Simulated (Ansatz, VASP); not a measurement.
## Sn3Se in VASP and in Ansatz

The input INCAR:

```
SYSTEM = Sn3Se
PREC = Accurate
ENCUT = 520
EDIFF = 1E-7
ISMEAR = -1
SIGMA = 0.05
LREAL = .FALSE.
LASPH = .TRUE.
NELM = 60
ALGO = Normal
ISIF = 2
LWAVE = .FALSE.
LCHARG = .FALSE.
GGA = PS
NBANDS = 32
```

File KPOINTS:

```
regular mesh
0
G
  6 6 6
  0 0 0
```

POSCAR

```
Sn3Se
1.0
    4.8042793006      0.0000000000      0.0000000000
    0.0000000000      4.8042793006      0.0000000000
    0.0000000000      0.0000000000      4.8042793006
Sn Se
3 1
Direct
    0.5000000000      0.5000000000      0.0000000000
    0.5000000000      0.0000000000      0.5000000000
    0.0000000000      0.5000000000      0.5000000000
    0.0000000000      0.0000000000      0.0000000000
```

The input input.yaml:

```yaml
crystal:
  lattice:
    - [4.8042793006, 0.0, 0.0]
    - [0.0, 4.8042793006, 0.0]
    - [0.0, 0.0, 4.8042793006]
  atoms:
    - { symbol: Sn, position: [0.5, 0.5, 0.0] }
    - { symbol: Sn, position: [0.5, 0.0, 0.5] }
    - { symbol: Sn, position: [0.0, 0.5, 0.5] }
    - { symbol: Se, position: [0.0, 0.0, 0.0] }
hamiltonian:
  xc: pbesol
  pseudopotentials: { kind: paw }
kpoints:
  mp_grid: { grid: [6, 6, 6] }
scf:
  occupations: { method: fermi_dirac, width: 0.05 }
output:
  forces: true
  stress: true
  eigenvalues: true
```

The cell comes from a database or a generator and needn't be the stable form of this composition.

Alike in both runs: task single point; functional PBEsol; k mesh 6 × 6 × 6; occupations fermi-dirac, width 0.05 eV; no spin polarisation.

|  | VASP | Ansatz |
| --- | --- | --- |
| version | VASP 6.6.1 | Ansatz 0.2.0 |
| potentials or method | VASP PAW PBE potentials, release 64 (Sn_d, Se) | Ansatz PAW |
| plane-wave cutoff (eV) | 520 | 420 |
| valence electrons in the cell | 48 | 58 |

|  | VASP | Ansatz | Ansatz less VASP |
| --- | --- | --- | --- |
| gap on the k mesh at the Fermi level (eV) | none | none | - |
| pressure (GPa) | -4.2 | -4.2 | +0.04 |

A gap of «none» marks a metal or a gap that the smearing closes. The functional is the same, so the differences come from potentials, cutoffs and numerics. The two sets of potentials don't hold the same shells in valence.

Caveats: the PAW data sets were made with another functional, which shifts forces and pressure a little (VASP); the PAW data sets come from PBE, with cores solved anew for the run's functional, which leaves a small shift of forces and pressure (Ansatz).
